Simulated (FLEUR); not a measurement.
Input of a FLEUR MaX-R8.1 (later development tree) run:

The input inp.xml:

```xml
<?xml version="1.0" encoding="UTF-8" standalone="no"?>
<fleurInput fleurInputVersion="0.39">
   <comment>
      Fe                                                                                                  
   </comment>
   <calculationSetup>
      <cutoffs Kmax="4.76" Gmax="14.7" GmaxXC="14.7" numbands="0"/>
      <scfLoop itmax="80" minDistance="0.0001" maxIterBroyd="30" imix="Anderson" alpha="0.05" precondParam="0.0" spinf="2.0" sdNocoIR="T"/>
      <coreElectrons ctail="F" frcor="F" kcrel="0" coretail_lmax="0"/>
      <xcFunctional name="LibXC" relativisticCorrections="F">
         <LibXCName exchange="mgga_x_r2scan" correlation="mgga_c_r2scan"/>
         <AuxGGA exchange="117" correlation="130"/>
      </xcFunctional>
      <magnetism jspins="2"/>
      <soc l_soc="F" theta="0.0" phi="0.0" spav="F"/>
      <expertModes spex="0" secvar="F"/>
      <geometryOptimization l_f="F" forcealpha="1.0" forcemix="BFGS" epsdisp="0.00001" epsforce="0.00001"/>
      <ldaU l_linMix="F" mixParam="0.05" spinf="1.0"/>
   </calculationSetup>
   <cell>
      <bzIntegration valenceElectrons="32.0" mode="hist" fermiSmearingEnergy="0.00183747">
         <kPointListSelection listName="default-1"/>
         <!-- k-points included here -->
         <xi:include xmlns:xi="http://www.w3.org/2001/XInclude" href="kpts.xml"> </xi:include>
      </bzIntegration>
      <!-- symmetry operations included here -->
      <xi:include xmlns:xi="http://www.w3.org/2001/XInclude" href="sym.xml"> </xi:include>
      <bulkLattice scale="1.0">
         <bravaisMatrix>
            <row-1>    4.5998911803346623     0.0000000000000000     0.0000000000000000</row-1>
            <row-2>   -2.2999455902618178     3.9836226168433098     0.0000000000000000</row-2>
            <row-3>    0.0000000000000000     0.0000000000000000     7.2602039369602549</row-3>
         </bravaisMatrix>
      </bulkLattice>
   </cell>
   <atomSpecies>
      <species name="Iron (Fe) 3.000" element="Fe" atomicNumber="26">
         <mtSphere radius="2.06" gridPoints="687" logIncrement="0.018"/>
         <atomicCutoffs lmax="8" lnonsphr="8"/>
         <electronConfig flipSpins="F">
            <coreConfig>(1s1/2) (2s1/2) (2p1/2) (2p3/2)</coreConfig>
            <valenceConfig>(3s1/2) (3p1/2) (3p3/2) (4s1/2) (3d3/2) (3d5/2)</valenceConfig>
            <stateOccupation state="(3d3/2)" spinUp="1.5" spinDown="0.9"/>
            <stateOccupation state="(3d5/2)" spinUp="3.0" spinDown="0.6"/>
         </electronConfig>
         <energyParameters s="4" p="4" d="3" f="4"/>
         <lo type="SCLO" l="0" n="3" eDeriv="0"/>
         <lo type="SCLO" l="1" n="3" eDeriv="0"/>
         <lo type="SCLO" l="1" n="3" eDeriv="1"/>
         <lo type="SCLO" l="2" n="3" eDeriv="2"/>
         <lo type="SCLO" l="3" n="4" eDeriv="2"/>
      </species>
   </atomSpecies>
   <atomGroups>
      <atomGroup species="Iron (Fe) 3.000">
         <relPos label="                   1">-1.000/3.000 1.000/3.000 -1.000/4.000</relPos>
         <relPos label="                   2">1.000/3.000 -1.000/3.000 1.000/4.000</relPos>
         <force calculate="T" relaxXYZ="TTT"/>
      </atomGroup>
   </atomGroups>
   <output dos="F" band="F" slice="F">
      <checks vchk="F" cdinf="F"/>
      <bandDOS minEnergy="-.5*Htr" maxEnergy="0.5*Htr" sigma="0.015" storeEVData="T"/>
      <vacuumDOS vacdos="F" integ="F" star="F" nstars="0" locx1="0.0" locy1="0.0" locx2="0.0" locy2="0.0" nstm="0" tworkf="0.0"/>
      <unfoldingBand unfoldBand="F" supercellX="1" supercellY="1" supercellZ="1"/>
      <plotting iplot="0" polar="F">
         <plot TwoD="T" vec1="  1.0  0.0  0.0" vec2="  0.0  1.0  0.0" vec3="  0.0  0.0  1.0" zero="  0.0  0.0  0.0" file="plot"/>
      </plotting>
      <chargeDensitySlicing numkpt="0" minEigenval="0.0" maxEigenval="0.0" nnne="0" pallst="F"/>
      <specialOutput eonly="F"/>
      <moessbauerParams electricFieldGradient="T" isomerShift="T" coreHyperfine="T" valenceHyperfine="T"/>
      <magneticCircularDichroism mcd="F" energyLo="-10.0" energyUp="0.0"/>
   </output>
  <!-- We include the file relax.xml here to enable relaxations (see documentation) -->
  <xi:include xmlns:xi="http://www.w3.org/2001/XInclude" href="relax.xml"> <xi:fallback/> </xi:include>
</fleurInput>
```

Contents of crystal.txt:

```
Fe
&input cartesian=F /
2.4341575853  0.0000000000  0.0000000000
-1.2170787927  2.1080423057  0.0000000000
0.0000000000  0.0000000000  3.8419344700
1.8897261246
1.0 1.0 1.0

2
26 0.6666666666  0.3333333332  0.7500000000 : 3.000
26 0.3333333332  0.6666666666  0.2500000000 : 3.000

&kpt div1=12 div2=12 div3=7 gamma=T /
```

inp.xml (dos)

```
<?xml version="1.0" encoding="UTF-8" standalone="no"?>
<fleurInput fleurInputVersion="0.39">
   <comment>
      Fe                                                                                                  
   </comment>
   <calculationSetup>
      <cutoffs Kmax="4.76" Gmax="14.7" GmaxXC="14.7" numbands="0"/>
      <scfLoop itmax="80" minDistance="0.0001" maxIterBroyd="30" imix="Anderson" alpha="0.05" precondParam="0.0" spinf="2.0" sdNocoIR="T"/>
      <coreElectrons ctail="F" frcor="F" kcrel="0" coretail_lmax="0"/>
      <xcFunctional name="LibXC" relativisticCorrections="F">
         <LibXCName exchange="mgga_x_r2scan" correlation="mgga_c_r2scan"/>
         <AuxGGA exchange="117" correlation="130"/>
      </xcFunctional>
      <magnetism jspins="2"/>
      <soc l_soc="F" theta="0.0" phi="0.0" spav="F"/>
      <expertModes spex="0" secvar="F"/>
      <geometryOptimization l_f="F" forcealpha="1.0" forcemix="BFGS" epsdisp="0.00001" epsforce="0.00001"/>
      <ldaU l_linMix="F" mixParam="0.05" spinf="1.0"/>
   </calculationSetup>
   <cell>
      <bzIntegration valenceElectrons="32.0" mode="hist" fermiSmearingEnergy="0.00183747">
         <kPointListSelection listName="default-1"/>
         <!-- k-points included here -->
         <xi:include xmlns:xi="http://www.w3.org/2001/XInclude" href="kpts.xml"> </xi:include>
      </bzIntegration>
      <!-- symmetry operations included here -->
      <xi:include xmlns:xi="http://www.w3.org/2001/XInclude" href="sym.xml"> </xi:include>
      <bulkLattice scale="1.0">
         <bravaisMatrix>
            <row-1>    4.5998911803346623     0.0000000000000000     0.0000000000000000</row-1>
            <row-2>   -2.2999455902618178     3.9836226168433098     0.0000000000000000</row-2>
            <row-3>    0.0000000000000000     0.0000000000000000     7.2602039369602549</row-3>
         </bravaisMatrix>
      </bulkLattice>
   </cell>
   <atomSpecies>
      <species name="Iron (Fe) 3.000" element="Fe" atomicNumber="26">
         <mtSphere radius="2.06" gridPoints="687" logIncrement="0.018"/>
         <atomicCutoffs lmax="8" lnonsphr="8"/>
         <electronConfig flipSpins="F">
            <coreConfig>(1s1/2) (2s1/2) (2p1/2) (2p3/2)</coreConfig>
            <valenceConfig>(3s1/2) (3p1/2) (3p3/2) (4s1/2) (3d3/2) (3d5/2)</valenceConfig>
            <stateOccupation state="(3d3/2)" spinUp="1.5" spinDown="0.9"/>
            <stateOccupation state="(3d5/2)" spinUp="3.0" spinDown="0.6"/>
         </electronConfig>
         <energyParameters s="4" p="4" d="3" f="4"/>
         <lo type="SCLO" l="0" n="3" eDeriv="0"/>
         <lo type="SCLO" l="1" n="3" eDeriv="0"/>
         <lo type="SCLO" l="1" n="3" eDeriv="1"/>
         <lo type="SCLO" l="2" n="3" eDeriv="2"/>
         <lo type="SCLO" l="3" n="4" eDeriv="2"/>
      </species>
   </atomSpecies>
   <atomGroups>
      <atomGroup species="Iron (Fe) 3.000">
         <relPos label="                   1">-1.000/3.000 1.000/3.000 -1.000/4.000</relPos>
         <relPos label="                   2">1.000/3.000 -1.000/3.000 1.000/4.000</relPos>
         <force calculate="T" relaxXYZ="TTT"/>
      </atomGroup>
   </atomGroups>
   <output dos="T" band="F" slice="F">
      <checks vchk="F" cdinf="F"/>
      <bandDOS minEnergy="-0.8*Htr" maxEnergy="0.5*Htr" sigma="0.005" storeEVData="T"/>
      <vacuumDOS vacdos="F" integ="F" star="F" nstars="0" locx1="0.0" locy1="0.0" locx2="0.0" locy2="0.0" nstm="0" tworkf="0.0"/>
      <unfoldingBand unfoldBand="F" supercellX="1" supercellY="1" supercellZ="1"/>
      <plotting iplot="0" polar="F">
         <plot TwoD="T" vec1="  1.0  0.0  0.0" vec2="  0.0  1.0  0.0" vec3="  0.0  0.0  1.0" zero="  0.0  0.0  0.0" file="plot"/>
      </plotting>
      <chargeDensitySlicing numkpt="0" minEigenval="0.0" maxEigenval="0.0" nnne="0" pallst="F"/>
      <specialOutput eonly="F"/>
      <moessbauerParams electricFieldGradient="T" isomerShift="T" coreHyperfine="T" valenceHyperfine="T"/>
      <magneticCircularDichroism mcd="F" energyLo="-10.0" energyUp="0.0"/>
   </output>
  <!-- We include the file relax.xml here to enable relaxations (see documentation) -->
  <xi:include xmlns:xi="http://www.w3.org/2001/XInclude" href="relax.xml"> <xi:fallback/> </xi:include>
</fleurInput>
```

Potentials or basis: all-electron, FLAPW.

Launch:

```console
$ inpgen -f crystal.txt -profile fastHighL
$ # inp.xml edited to the form shown
$ fleur_MPI
$ fleur_MPI   # second run, on inp.xml (dos)
```

Question: Estimate the site moments.

Answer: Fe +2.65 μB.

Question: Estimate the net moment.

Answer: 5.17 μB per cell.

States per cell in windows of 1 eV (zero at the Fermi level; states under -8 eV left out):
```csv
from (eV),up,down
-8.0,0.14,0.12
-7.0,0.70,0.15
-6.0,1.34,0.25
-5.0,1.56,0.61
-4.0,1.95,0.92
-3.0,1.73,1.08
-2.0,1.73,0.78
```

Caveat: the meta-GGA is that of a development version, with a GGA for the radial functions and cores and without core tails.
